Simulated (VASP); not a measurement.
Set up this calculation in VASP 6.6.1, as the native input.

- Task: band structure
- Functional: PBEsol
- Potentials or basis: VASP PAW PBE potentials, release 64 (Hf_pv, O)
- Cutoff: 520 eV
- k mesh: 8 × 8 × 8
- Occupations: gaussian, width 0.02 eV
- Spin: no spin polarisation
- Further INCAR settings: ALGO = Fast; EDIFF = 1e-06; NBANDS = 18

HfO2:

```
Hf O
1.0
     0.00000    2.50939    2.50939
     2.50939    0.00000    2.50939
     2.50939    2.50939    0.00000
Hf O
1 2
Cartesian
  0.0000 0.0000 0.0000
  3.7641 3.7641 3.7641
  1.2547 1.2547 1.2547
```

Measurements of this composition are mostly on another form, of space group No. 14.

The input as run:

POSCAR

```
HfO2
1.0
    0.0000000000      2.5093900000      2.5093900000
    2.5093900000      0.0000000000      2.5093900000
    2.5093900000      2.5093900000      0.0000000000
Hf O
1 2
Direct
    0.0000000000      0.0000000000      0.0000000000
    0.7500000000      0.7500000000      0.7500000000
    0.2500000000      0.2500000000      0.2500000000
```

INCAR.step1

```
PREC     = Accurate       # precision mode
ENCUT    = 520            # plane-wave cutoff, eV
EDIFF    = 1E-6           # SCF threshold, eV
ISMEAR   = 0              # smearing method
SIGMA    = 0.02           # smearing width, eV
LREAL    = False          # projectors in reciprocal space
LASPH    = True           # aspherical terms in the spheres
NELM     = 80             # most SCF steps
ALGO     = Fast           # electronic algorithm
ISIF     = 2              # what is computed and relaxed
LWAVE    = False          # write WAVECAR
LCHARG   = True           # write CHGCAR
LMAXMIX  = 4              # l up to which the mixer works
GGA      = PS             # functional
NBANDS   = 18             # bands
```

KPOINTS.step1

```
Automatic mesh
0
Gamma
  8 8 8
```

INCAR.step2

```
PREC     = Accurate       # precision mode
ENCUT    = 520            # plane-wave cutoff, eV
EDIFF    = 1E-6           # SCF threshold, eV
ISMEAR   = 0              # smearing method
SIGMA    = 0.05           # smearing width, eV
LREAL    = False          # projectors in reciprocal space
LASPH    = True           # aspherical terms in the spheres
NELM     = 80             # most SCF steps
ALGO     = Fast           # electronic algorithm
ISIF     = 2              # what is computed and relaxed
LWAVE    = False          # write WAVECAR
LCHARG   = False          # write CHGCAR
LMAXMIX  = 4              # l up to which the mixer works
GGA      = PS             # functional
NBANDS   = 18             # bands
ICHARG   = 11             # starting density
```

KPOINTS.step2

```
path GXWKGLUWLK,UX
15
line-mode
reciprocal
 0.0000000000  0.0000000000  0.0000000000  G
 0.5000000000  0.0000000000  0.5000000000  X

 0.5000000000  0.0000000000  0.5000000000  X
 0.5000000000  0.2500000000  0.7500000000  W

 0.5000000000  0.2500000000  0.7500000000  W
 0.3750000000  0.3750000000  0.7500000000  K

 0.3750000000  0.3750000000  0.7500000000  K
 0.0000000000  0.0000000000  0.0000000000  G

 0.0000000000  0.0000000000  0.0000000000  G
 0.5000000000  0.5000000000  0.5000000000  L

 0.5000000000  0.5000000000  0.5000000000  L
 0.6250000000  0.2500000000  0.6250000000  U

 0.6250000000  0.2500000000  0.6250000000  U
 0.5000000000  0.2500000000  0.7500000000  W

 0.5000000000  0.2500000000  0.7500000000  W
 0.5000000000  0.5000000000  0.5000000000  L

 0.5000000000  0.5000000000  0.5000000000  L
 0.3750000000  0.3750000000  0.7500000000  K

 0.6250000000  0.2500000000  0.6250000000  U
 0.5000000000  0.0000000000  0.5000000000  X
```

Potentials or basis: VASP PAW PBE potentials, release 64 (Hf_pv, O).

The run is started by

```bash
$ cat potpaw_PBE.64/Hf_pv/POTCAR potpaw_PBE.64/O/POTCAR > POTCAR
$ cp INCAR.step1 INCAR
$ cp KPOINTS.step1 KPOINTS
$ mpirun -np 1 vasp_std > vasp.out
$ cp INCAR.step2 INCAR
$ cp KPOINTS.step2 KPOINTS
$ mpirun -np 1 vasp_std > vasp.out
```

It gave:

```yaml
Band_gap_on_the_k_mesh: 3.75 eV, direct
Band_gap_along_the_path: 3.75 eV, direct
```

Caveat: the log is that of the step along the path at fixed density, whose energy, stress, charges and moments have no meaning; spin-orbit coupling is left out, which moves the levels of the heavy elements.

It took 74 s on 1 thread of Intel(R) Xeon(R) Platinum 8259CL CPU @ 2.50GHz (Skylake/Cascade Lake), on a shared host, peak memory 0.21 GiB.
